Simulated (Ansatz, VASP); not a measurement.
Ga: VASP beside Ansatz

Contents of INCAR:

```
SYSTEM = Ga
PREC     = Accurate       ! precision mode
ENCUT    = 520            ! plane-wave cutoff, eV
EDIFF    = 1E-8           ! SCF threshold, eV
ISMEAR   = -1             ! smearing method
SIGMA    = 0.08           ! smearing width, eV
LREAL    = .False.        ! projectors in reciprocal space
LASPH    = .True.         ! aspherical terms in the spheres
NELM     = 80             ! most SCF steps
ALGO     = Normal         ! electronic algorithm
ISIF     = 2              ! what is computed and relaxed
LWAVE    = .False.        ! write WAVECAR
LCHARG   = .False.        ! write CHGCAR
GGA      = PE             ! functional
LEFG     = .True.       
NBANDS   = 12             ! bands
```

The input KPOINTS:

```
regular mesh
0
Gamma
  16 16 16
  0 0 0
```

POSCAR

```
Ga
1.0
    2.6805843851      0.0000000000      0.0000000000
    0.0000000000      2.6805843851      0.0000000000
    0.0000000000      0.0000000000      2.6805843851
Ga
1
Direct
    0.0000000000      0.0000000000      0.0000000000
```

Input for Ansatz:

```yaml
crystal:
  lattice:
    - [2.6805843851, 0.0, 0.0]
    - [0.0, 2.6805843851, 0.0]
    - [0.0, 0.0, 2.6805843851]
  atoms:
    - { symbol: Ga, position: [0.0, 0.0, 0.0] }
kpoints:
  mp_grid: { grid: [16, 16, 16] }
scf:
  occupations: { method: fermi_dirac, width: 0.08 }
hamiltonian:
  xc: pbe
  pseudopotentials: { kind: paw }
output:
  forces: true
  stress: true
  eigenvalues: true
  efg: { contact_densities: true }
```

Change from the starting cell: volume scaled by 0.96, PAW files.

Alike in both runs: task electric field gradients; functional PBE; k mesh 16 × 16 × 16; occupations fermi-dirac, width 0.08 eV; no spin polarisation.

|  | VASP | Ansatz |
| --- | --- | --- |
| version | VASP 6.6.1 | Ansatz 0.2.0 |
| potentials or method | VASP PAW PBE potentials, release 64 (Ga_d) | PAW with Ansatz's default frozen-core files, scalar-relativistic |
| plane-wave cutoff (eV) | 520 | 420 |
| valence electrons in the cell | 13 | 13 |

|  | VASP | Ansatz | Ansatz less VASP |
| --- | --- | --- | --- |
| pressure (GPa) | 2.3 | 2.2 | -0.15 |
| Vzz of the field gradient on the site that differs most (V/Å²) | 0.0 | 0.0 | 0.00 |

The functional is the same, so the differences come from potentials, cutoffs and numerics.
